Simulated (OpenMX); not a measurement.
Al2Pt in OpenMX: the effect of dispersion

Al2Pt:

```
CELL_PARAMETERS angstrom
0.00000 2.95500 2.95500
2.95500 0.00000 2.95500
2.95500 2.95500 0.00000
ATOMIC_POSITIONS crystal
Pt 0.00000 0.00000 0.00000
Al 0.75000 0.75000 0.75000
Al 0.25000 0.25000 0.25000
```

Alike in all runs:

* Program: OpenMX 3.8.5
* Task: single point
* Functional: PBE
* Potentials or basis: OpenMX 2013 PBE set, Pt7.0-s3p2d2f1, Al7.0-s2p2d1, grid cutoff 400 Ry
* k mesh: 7 × 7 × 7
* Occupations: fermi-dirac, width 0.05 eV
* Spin: no spin polarisation

```tsv
dispersion	pressure (GPa)
none	?
D3	-1.6
D3(BJ)	-1.5
D4	-1.2
```

Q: What does the run with dispersion none give?

A: Pressure 2.7 GPa.

Caveats: the basis of atomic orbitals isn't converged, which shifts pressures, moduli and gaps; pairwise dispersion overbinds metals, which lowers pressure and volume (some runs).
